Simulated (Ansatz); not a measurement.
# Al₂O₃ — 27Al NMR of the central transition

Cell: a Materials Project structure (computed, not necessarily an observed phase), atoms as given.

```cif
data_Al2O3
_symmetry_space_group_name_H-M 'P-31c'
_symmetry_Int_Tables_number 163
_cell_length_a 4.7931
_cell_length_b 4.7931
_cell_length_c 8.9666
_cell_angle_alpha 90.000
_cell_angle_beta 90.000
_cell_angle_gamma 120.000
loop_
_atom_site_label
_atom_site_type_symbol
_atom_site_symmetry_multiplicity
_atom_site_Wyckoff_symbol
_atom_site_fract_x
_atom_site_fract_y
_atom_site_fract_z
Al1 Al 4 f 0.3333 0.6667 0.9628
Al2 Al 2 c 0.3333 0.6667 0.2500
Al3 Al 2 b 0.0000 0.0000 0.0000
O O 12 i 0.0318 0.6766 0.1120
```

One atom of each set is listed.

The numbers come from a DFT calculation in Ansatz (PBE, plane waves and PAW, scalar-relativistic, 420 eV cutoff, Γ-centred 6×6×3 k-points, Fermi–Dirac smearing 0.02 eV).

27Al has I = 5/2 and Q = 146.6 mb (Pyykkö 2018); at 14.1 T its Larmor frequency is ν₀ = 156.6 MHz. Only the quadrupole interaction is simulated: positions count from each site's isotropic chemical shift, and J coupling is left out, as are shift anisotropy and dipolar coupling, which fast spinning averages.

Task: Simulate the second-order pattern (fast magic-angle spinning, Gaussian broadening 0.06 kHz) of site Al1 (6 O at 1.83–1.99 Å).

Result: The calculation gives C_Q = 6.24 MHz and η = 0.00, so ν_Q = 0.937 MHz and the centre of gravity lies at -9.55 ppm (-1.49 kHz).

```
offset (kHz)  height
      -3.896       0
      -3.805       0
      -3.713       3
      -3.622       4
      -3.530       4
      -3.439       4
      -3.347       4
      -3.256       5
      -3.164       5
      -3.073       5
      -2.981       5
      -2.890       5
      -2.798       5
      -2.707       5
      -2.615       5
      -2.523       6
      -2.432       6
      -2.340      71
      -2.249      67
      -2.157      46
      -2.066      40
      -1.974      35
      -1.883      34
      -1.791      32
      -1.700      32
      -1.608      31
      -1.517      31
      -1.425      31
      -1.334      32
      -1.242      33
      -1.151      34
      -1.059      35
      -0.968      38
      -0.876      42
      -0.785      48
      -0.693      59
      -0.602     100
      -0.510      66
      -0.419       0
      -0.327       0
```

An axis of threefold or higher order runs through Al1, so V_zz lies along it and η is zero.

At this cell the PBE pressure is 8 GPa, so with PBE the cell would grow if it were relaxed. The entry's cell may itself be off. The largest force is 0.3 eV/Å, so the atoms aren't at the calculated equilibrium and relaxing them would move these values.
